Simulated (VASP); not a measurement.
**VASP 6.6.1 run: YN**

INCAR

```
PREC = Accurate
LCHARG = .FALSE.
EDIFF = 1E-7
METAGGA = R2SCAN
ISIF = 2
LWAVE = .FALSE.
ENCUT = 520
IBRION = -1
ALGO = Normal
NBANDS = 15
SIGMA = 0.02
ISMEAR = -1
NSW = 0
LASPH = .TRUE.
LREAL = .FALSE.
NELM = 50
```

KPOINTS

```
KPOINTS created by Atomic Simulation Environment
0
Monkhorst-Pack
10 10 10
0 0 0
```

POSCAR

```
Y  N
 1.0000000000000000
     0.0000000000000000    2.4235676611999999    2.4235676611999999
     2.4235676611999999    0.0000000000000000    2.4235676611999999
     2.4235676611999999    2.4235676611999999    0.0000000000000000
 Y   N
   1   1
Cartesian
  0.0000000000000000  0.0000000000000000  0.0000000000000000
  2.4235676611999999  2.4235676611999999  2.4235676611999999
```

The recommended PBE PAW datasets give the neutral cell 16 valence electrons.

Command

```
mpirun -np 1 vasp_std
```

Question: Predict the outcome of this run.

Answer: It converged. Results: gap between bands v and c on the k mesh 0.85 eV; least direct gap on the k mesh 1.19 eV; pressure 5.4 GPa. Band v is the last that the valence electrons fill when counted band by band, and c is the next.

OSZICAR

```
N       E                     dE             d eps       ncg     rms          rms(c)
DAV:   1     0.355411602775E+02    0.35541E+02   -0.86010E+03  3300   0.110E+03
DAV:   2    -0.386076974083E+02   -0.74149E+02   -0.67789E+02  4573   0.236E+02
DAV:   3    -0.416288697676E+02   -0.30212E+01   -0.30006E+01  4156   0.409E+01
DAV:   4    -0.416739348625E+02   -0.45065E-01   -0.45056E-01  3819   0.500E+00
DAV:   5    -0.416744822329E+02   -0.54737E-03   -0.54736E-03  4112   0.449E-01    0.341E+01
DAV:   6    -0.332305600065E+02    0.84439E+01   -0.60322E+00  4035   0.228E+01    0.330E+01
DAV:   7    -0.334060615061E+02   -0.17550E+00   -0.42082E-01  3965   0.576E+00    0.216E+01
DAV:   8    -0.334307639939E+02   -0.24702E-01   -0.11990E-01  4929   0.315E+00    0.257E+00
DAV:   9    -0.334271363379E+02    0.36277E-02   -0.16296E-02  3972   0.100E+00    0.688E-01
DAV:  10    -0.334270442475E+02    0.92090E-04   -0.13361E-03  3854   0.422E-01    0.239E-01
DAV:  11    -0.334270732537E+02   -0.29006E-04   -0.20665E-04  4016   0.147E-01    0.705E-02
DAV:  12    -0.334270647430E+02    0.85106E-05   -0.31006E-05  4183   0.593E-02    0.476E-02
DAV:  13    -0.334270668300E+02   -0.20870E-05   -0.58479E-06  3713   0.246E-02    0.784E-03
DAV:  14    -0.334270668691E+02   -0.39042E-07   -0.35789E-07  4196   0.552E-03
   1 F= -.33427067E+02 E0= -.33427067E+02  d E =-.895288E-11
```

Standard output (part)

```
POSCAR found type information on POSCAR Y N
 POSCAR found :  2 types and       2 ions
 LDA part: xc-table for (None), standard interpolation
 POSCAR, INCAR and KPOINTS ok, starting setup
 WAVECAR not read
 entering main loop
```

The shifted mesh misses Γ, so a band edge there is missed.

For comparison, a separate r²SCAN run of the intended cell, on usual settings and not on those above, gives a gap of 0.54 eV on its mesh and a pressure of 5.5 GPa.
